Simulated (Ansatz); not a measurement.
**ZrC under changes of volume**

One of the cells (13.228 Å³/atom); the others are scaled copies at fixed shape and fractional positions:

```
CELL_PARAMETERS angstrom
0.00000 2.36500 2.36500
2.36500 0.00000 2.36500
2.36500 2.36500 0.00000
ATOMIC_POSITIONS crystal
Zr 0.50000 0.50000 0.50000
C 0.00000 0.00000 0.00000
```

```yaml
Program: Ansatz 0.2.0
Functional: r2SCAN
Dispersion: rVV10
Potentials_or_basis: Ansatz PAW
Cutoff: "500 eV (not typed: the program's choice for these potentials)"
k_mesh: 10 × 10 × 10
Occupations: fermi-dirac, width 0.05 eV
Spin: no spin polarisation
```

| volume (Å³/atom) | energy over the lowest point (meV/atom) | pressure (GPa) |
| --- | --- | --- |
| 12.434 | 19.49 | 11.4 |
| 12.699 | ? | ? |
| 12.963 | 0.00 | 0.8 |
| 13.228 | 2.58 | -3.8 |
| 13.493 | 12.33 | -7.9 |
| 13.757 | 28.58 | -11.7 |
| 14.022 | 50.71 | -15.1 |

Problem. What does the run at 12.699 Å³/atom give?

Solution. Energy over the lowest point 5.36 meV/atom; pressure 5.8 GPa.

Worked out: A Birch-Murnaghan fit of order 3 (a polynomial in V^(-2/3)) to the other rows has its minimum at 13.01 Å³/atom with B0 = V·E''(V) = 232 GPa and B' = 3.9. It gives 5.34 meV/atom at 12.699 Å³/atom, against the run's 5.36, and -dE/dV = 5.8 GPa, against 5.8.

Energies are extrapolated to zero smearing.

Caveats: the PAW data sets come from PBE, with cores solved anew for the run's functional, which leaves a small shift of forces and pressure.
